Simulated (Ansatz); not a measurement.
# WS2 in Ansatz: equation of state

Aim: energy against volume of WS2 in PBE, for its equilibrium volume and stiffness.

All numbers are computed with Ansatz 0.2.0; they aren't measurements. Logs are shortened: lines on timing, memory, paths and dates and some standing lists are left out, and cuts for length are marked.

### 1 Starting point

The cell holds a slab with vacuum, 3 atoms: a = 3.184 Å, b = 3.184 Å, c = 16.951 Å, α = 90.00°, β = 90.00°, γ = 120.00°.

### 2 Equation of state, PBE

Potentials or basis: all-electron LAPW, scalar-relativistic.

No new run: the results of the series are fitted here.

Results:

```yaml
Equilibrium_volume: 50.12 Å³/atom
Bulk_modulus_at_fixed_shape_and_positions: 56 GPa
Pressure_derivative_of_the_bulk_modulus: 4.3
```

Energy against volume, from the lowest point:
```
volume (Å³/atom)  energy (meV/atom)
          46.616              48.05
          47.608              23.40
          48.600               7.76
          49.592               0.23
          50.583               0.00
          51.575               6.33
          52.567              18.55
```

Caveat: the cell was scaled at fixed shape and fractional positions, which overstates the stiffness of a crystal with free parameters, most of all of layers and chains. The run has no spin-orbit coupling, so splittings on W are missing.
